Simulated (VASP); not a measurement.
HfN, 2 atoms in the cell. Symmetry: P6/mmm, No. 191, hexagonal system. The conventional cell has a = 3.433 Å, b = 3.433 Å, c = 3.970 Å, α = 90.00°, β = 90.00°, γ = 120.00°. Hf (site symmetry 6/mmm) has 2 N at 1.98 Å as nearest neighbours. N (site symmetry 6/mmm) is surrounded by 2 Hf at 1.98 Å. The cell was built by a generator and needn't be a form met in nature.

| Quantity | Value |
| --- | --- |
| Program | VASP 6.6.1 |
| Task | single point |
| Functional | HSE(alpha, omega) |
| Potentials or basis | VASP PAW PBE potentials, release 64 (Hf_pv, N) |
| Cutoff | 520 eV |
| k mesh | 5 × 5 × 4 |
| Occupations | fermi-dirac, width 0.05 eV |
| Spin | no spin polarisation |
| Share of exact exchange | 0.3 |
| Grid for exact exchange (PRECFOCK) | Fast |
| Further INCAR settings | ALGO = Normal; EDIFF = 1e-06; NBANDS = 14 |

Potentials or basis: VASP PAW PBE potentials, release 64 (Hf_pv, N).

Command:

```bash
$ cat potpaw_PBE.64/Hf_pv/POTCAR potpaw_PBE.64/N/POTCAR > POTCAR
$ cp INCAR.step1 INCAR
$ mpirun -np 1 vasp_std > vasp.out
$ cp INCAR.step2 INCAR
$ mpirun -np 1 vasp_std > vasp.out
```

Hardware: 1 thread of Intel(R) Xeon(R) 6975P-C (Granite Rapids), on a shared host.

Question: How long does it take, and how much memory?

Answer: Run time: 4.2 min on 1 thread of Intel(R) Xeon(R) 6975P-C (Granite Rapids), on a shared host, peak memory 0.27 GiB. Counts: scf iterations 21, k points 15.
